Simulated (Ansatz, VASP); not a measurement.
**Two plane-wave programs on Be4Se**

```xyz
5
Lattice="4.2610 0.0000 0.0000 0.0000 4.2610 0.0000 0.0000 0.0000 4.2610" Properties=species:S:1:pos:R:3 pbc="T T T"
Be    0.0000    0.0000    0.0000
Be    2.1305    2.1305    0.0000
Be    2.1305    0.0000    2.1305
Be    0.0000    2.1305    2.1305
Se    2.1305    2.1305    2.1305
```

Change from the starting cell: species swapped into the Mn4N type (Pm-3m, No. 221).

Alike in both runs: functional PBE; k mesh 4 × 4 × 4; occupations gaussian, width 0.1 eV; no spin polarisation.

Ansatz relaxed the structure, and its values are those at the end. VASP's run is a single point on that final structure, the one shown.

|  | VASP | Ansatz |
| --- | --- | --- |
| version | VASP 6.6.1 | Ansatz 0.2.0 |
| potentials or method | VASP PAW PBE potentials, release 64 (Be, Se) | scalar-relativistic, plane waves, PAW |
| plane-wave cutoff (eV) | 520 | 420 |
| valence electrons in the cell | 14 | 24 |

```tsv
	VASP	Ansatz	Ansatz less VASP
gap on the k mesh at the Fermi level (eV)	none	none	-
pressure (GPa)	0.2	0.1	-0.15
```

A gap of «none» marks a metal or a gap that the smearing closes. The two sets of potentials don't hold the same shells in valence.

Caveats: the k mesh is coarse (spacing up to 0.37 Å⁻¹), so the values aren't converged.
